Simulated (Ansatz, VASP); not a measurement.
## Si in VASP and in Ansatz

Contents of INCAR:

```
ALGO     = Normal         # electronic algorithm
EDIFF    = 1E-6           # SCF threshold, eV
ENCUT    = 520            # plane-wave cutoff, eV
GGA      = PE             # functional
ISIF     = 2              # what is computed and relaxed
ISMEAR   = 0              # smearing method
LASPH    = T              # aspherical terms in the spheres
LCHARG   = T              # write CHGCAR
LELF     = T              # ELF
LREAL    = F              # projectors in reciprocal space
LVHAR    = T            
LWAVE    = F              # write WAVECAR
NBANDS   = 11             # bands
NELM     = 100            # most SCF steps
PREC     = Accurate       # precision mode
SIGMA    = 0.1            # smearing width, eV
```

Contents of KPOINTS:

```
k-points
0
Gamma
  6 6 6
```

The input POSCAR:

```
Si
1.0
    0.0000000000      2.7609208653      4.3818016922
    1.9366597999      0.0000000000      4.3818016922
    1.9366597999      2.7609208653      0.0000000000
Si
2
Direct
    0.0871000000      0.0871000000      0.9129000000
    0.9129000000      0.9129000000      0.0871000000
```

Input for Ansatz:

```yaml
crystal:
  lattice:
    - [0.0, 2.7609208653, 4.3818016922]
    - [1.9366597999, 0.0, 4.3818016922]
    - [1.9366597999, 2.7609208653, 0.0]
  atoms:
    - { symbol: Si, position: [0.0871, 0.0871, 0.9129] }
    - { symbol: Si, position: [0.9129, 0.9129, 0.0871] }
basis:
  ecutwfc: 420
kpoints:
  mp_grid: { grid: [6, 6, 6] }
hamiltonian:
  xc: pbe
scf:
  occupations: { method: gaussian, width: 0.1 }
  lower_state_search: "off"
output:
  forces: true
  stress: true
  eigenvalues: true
```

Alike in both runs: task single point; functional PBE; k mesh 6 × 6 × 6; occupations gaussian, width 0.1 eV; no spin polarisation.

|  | VASP | Ansatz |
| --- | --- | --- |
| version | VASP 6.6.1 | Ansatz 0.2.0 |
| potentials or method | VASP PAW PBE potentials, release 64 (Si) | scalar-relativistic, plane waves, PAW |
| plane-wave cutoff (eV) | 520 | 420 |
| valence electrons in the cell | 8 | 8 |

Ansatz gave:

| Property | Result |
| --- | --- |
| gap on the k mesh at the Fermi level (eV) | none |
| rms of the force components (eV/Å) | 21.767 |

Task: What did VASP give for the same quantities?

Result: gap on the k mesh at the Fermi level (eV): none; rms of the force components (eV/Å): 21.577.

Atom by atom the forces differ by 0.190 eV/Å (rms over components). A gap of «none» marks a metal or a gap that the smearing closes. With one functional, cell and mesh, what is left measures potentials, basis and numerics.

Caveats: forces of over 1 eV/Å show positions far from the minimum, so gaps and moduli don't describe the material at rest.
